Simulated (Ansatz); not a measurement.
Relax this structure to zero stress and force, keeping its symmetry:

```
Ti
1.0
     2.95000    0.00000    0.00000
    -1.47500    2.55477    0.00000
     0.00000    0.00000    4.68000
Ti
2
Direct
  0.33333 0.66667 0.25000
  0.66667 0.33333 0.75000
```

Computed with DFT PBE, scalar-relativistic, plane waves, PAW (Ansatz).

Cutoff 420 eV; k points 18×18×10 on the computed 2-atom cell (Γ-centred); Gaussian smearing, width 0.10 eV; no spin polarisation.

Q: What does it relax to?

A: The volume drops by 0.25 Å³/atom to 17.39 Å³/atom, and the energy falls by 1.2 meV/atom. Final structure:
```cif
data_structure
_symmetry_space_group_name_H-M 'P6_3/mmc'
_symmetry_Int_Tables_number 194
_cell_length_a 2.9386
_cell_length_b 2.9386
_cell_length_c 4.6504
_cell_angle_alpha 90.000
_cell_angle_beta 90.000
_cell_angle_gamma 120.000
_cell_volume 34.78
loop_
_atom_site_label
_atom_site_type_symbol
_atom_site_symmetry_multiplicity
_atom_site_Wyckoff_symbol
_atom_site_fract_x
_atom_site_fract_y
_atom_site_fract_z
_atom_site_occupancy
Ti1 Ti 2 c 0.33333 0.66667 0.25000 1
```